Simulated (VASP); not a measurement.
VASP 6.6.1 run: Cu2O

INCAR

```
NSW = 0
NBANDS = 37
ISYM = 3
LDAUL = 2 -1
EDIFF = 1E-7
GGA = PE
LWAVE = .FALSE.
LCHARG = .FALSE.
NELM = 56
LDAUJ = 0 0
IBRION = -1
LDAUU = 6.0 0
LMAXMIX = 4
ISMEAR = -1
ISIF = 2
ENCUT = 520
LASPH = .TRUE.
PREC = Accurate
LREAL = .TRUE.
SIGMA = 0.02
LDAUTYPE = 2
LDAU = .TRUE.
```

KPOINTS

```
KPOINTS created by Atomic Simulation Environment
0
Gamma
6 6 6
0 0 0
```

POSCAR

```
Cu O
 1.0000000000000000
     4.2885411011999999    0.0000000000000000    0.0000000000000000
     0.0000000000000000    4.2885411011999999    0.0000000000000000
     0.0000000000000000    0.0000000000000000    4.2885411011999999
 Cu  O
   4   2
Cartesian
  1.0721352753000000  1.0721352753000000  3.2164058259000003
  3.2164058259000003  1.0721352753000000  1.0721352753000000
  1.0721352753000000  3.2164058259000003  1.0721352753000000
  3.2164058259000003  3.2164058259000003  3.2164058259000003
  2.1442705505999999  2.1442705505999999  2.1442705505999999
  0.0000000000000000  0.0000000000000000  0.0000000000000000
```

The recommended PBE PAW datasets give the neutral cell 56 valence electrons.

Command

```
mpirun -np 1 vasp_std
```

**Question.** How does this run end, and what does it give?

**Answer.** VASP stopped with an error.

OSZICAR

```
N       E                     dE             d eps       ncg     rms          rms(c)
DAV:   1     0.552113801930E+03    0.55211E+03   -0.25972E+04  1488   0.245E+03
DAV:   2     0.753082842494E+02   -0.47681E+03   -0.45245E+03  1508   0.462E+02
DAV:   3    -0.170643373634E+02   -0.92373E+02   -0.88855E+02  1731   0.222E+02
DAV:   4    -0.230099986404E+02   -0.59457E+01   -0.58973E+01  1886   0.622E+01
DAV:   5    -0.230874940792E+02   -0.77495E-01   -0.77472E-01  1789   0.804E+00
```

Standard output (part)

```
POSCAR found type information on POSCAR CuO
 POSCAR found :  2 types and       6 ions
|     You have a (more or less) 'small supercell' and for smaller cells       |
|     it is recommended to use the reciprocal-space projection scheme!        |
|     The real-space optimization is not efficient for small cells and it     |
|     is also less accurate ...                                               |
|     Therefore, set LREAL=.FALSE. in the INCAR file.                         |
|     The real-space projection scheme for the treatment of the non-local     |
|     real-space optimization of all non-local projectors! BE WARNED that     |
|     a calculation using the real-space projection scheme together with      |
|     non-local projectors which were not real-space optimized (according     |
|     to the plane-wave cutoff used in this calculation) might give more      |
|     or less inaccurate results. I hope you know what you are doing.         |
 LDA part: xc-table for (Slater+PW92), standard interpolation
 POSCAR, INCAR and KPOINTS ok, starting setup
 WAVECAR not read
 entering main loop
|                     _     ____    _    _    _____     _                     |
|                    | |   | |_) | | |  | | | |  __    | |                    |
|                    |_|   |  _ <  | |  | | | | |_ |   |_|                    |
|                     _    | |_) | | |__| | | |__| |    _                     |
...
```
